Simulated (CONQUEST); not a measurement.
The system is V.

```
V
1.0
     3.02870    0.00000    0.00000
     0.00000    3.02870    0.00000
     0.00000    0.00000    3.02870
V
2
Direct
  0.00000 0.00000 0.00000
  0.50000 0.50000 0.50000
```

* Program: CONQUEST 1.3
* Task: single point
* Functional: PBE
* Potentials or basis: PseudoDojo NC PBE, DZP, grid cutoff 150 Ha
* k mesh: 6 × 6 × 6
* Occupations: fermi-dirac, width 0.05 eV
* Spin: collinear spin, ferromagnetic start
* Starting moments: [2.0, 2.0] μB

On this cell: pressure -3.7 GPa; largest force zero by symmetry; net moment 0.58 μB per cell; site moments V +0.29 μB; band gap on the k mesh none (metal or under the smearing width).

The same run follows on a disturbed copy (atoms of the box moved at random, drawn with an rms of 0.05 Å):

```
V
1.0
     3.02870    0.00000    0.00000
     0.00000    3.02870    0.00000
     0.00000    0.00000    3.02870
V
2
Cartesian
  0.0535 0.0031 -0.0052
  1.5704 1.4818 1.5260
```

Question: What does the disturbed cell give?

Answer: The energy (extrapolated to zero smearing) moves by +4.4 meV/atom; pressure -3.1 GPa; largest force 0.312 eV/Å; net moment 0.57 μB per cell; site moments V +0.28 μB; band gap on the k mesh none (metal or under the smearing width).

Forces in eV/Å, atoms in the order of the input:
```
V    0.034 -0.256  0.130
V    0.001  0.279 -0.139
```

Stress tensor (GPa, compression positive):
```
-2.77  0.03 -0.02
 0.03 -3.31  0.00
-0.02  0.00 -3.33
```

The forces don't sum to zero, so they hold noise of the program's grid.

Caveats: the box holds several primitive cells, so bands are folded and the points are those of the box's own zone; the basis of atomic orbitals isn't converged, which shifts pressures, moduli and gaps.
